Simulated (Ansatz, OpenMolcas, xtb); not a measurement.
Redistribution: CBr2ClF + CHF3 → CBrClF2 + CHBrF2

Species: CBr2ClF (dibromochlorofluoromethane) `FC(Cl)(Br)Br`, singlet; CHF3 (trifluoromethane) `FC(F)F`, singlet; CBrClF2 `FC(F)(Cl)Br`, singlet; CHBrF2 `FC(F)Br`, singlet. The partners trade Br for F; both sit on C, so the bond types are kept.

Shapes, held fixed at every level: PBE0-D4/def2-TZVP. Programs: Ansatz 0.2.0, OpenMolcas 26.06, xtb 6.7.1. The zero-point and thermal change to 298 K, harmonic and unscaled (PBE0-D4/def2-TZVP), is -0.6 kJ/mol.

(1) Estimate the reaction enthalpy at 298 K.

Results:

(1) From tabulated heats of formation (Active Thermochemical Tables), ΔH(298 K) = +16.8 kJ/mol. Nearest: CCSD(T)/def2-SVP (-2.4); farthest: B3LYP/6-31G* (Cartesian functions) (-18.1). 4 of 9 levels lie within 10 kJ/mol. The wrong sign comes from B3LYP/6-31G* (Cartesian functions). Relativity is left out for Br unless named. Correlated rows may include outer-core shells of Br, which these sets cover unevenly.

| level | kind | ΔH (kJ/mol) | computed − measured |
| --- | --- | --- | --- |
| GFN2-xTB | semi-empirical | +5.9 | -11.0 |
| SPW92/def2-TZVPP | LDA | +3.1 | -13.7 |
| PBE-D4/def2-TZVPP | GGA | +4.0 | -12.8 |
| B3LYP/6-31G* (Cartesian functions) | global hybrid | -1.3 | -18.1 |
| BHLYP-D4/def2-TZVPP | global hybrid | +10.4 | -6.5 |
| wB97X-V/def2-TZVPP | range-separated hybrid | +5.9 | -10.9 |
| MP2/def2-SVP | perturbation theory | +20.1 | +3.3 |
| CCSD(T)/def2-SVP | coupled cluster or CI | +14.4 | -2.4 |
| CCSD(T)/def2-TZVPP | coupled cluster or CI | +13.4 | -3.4 |
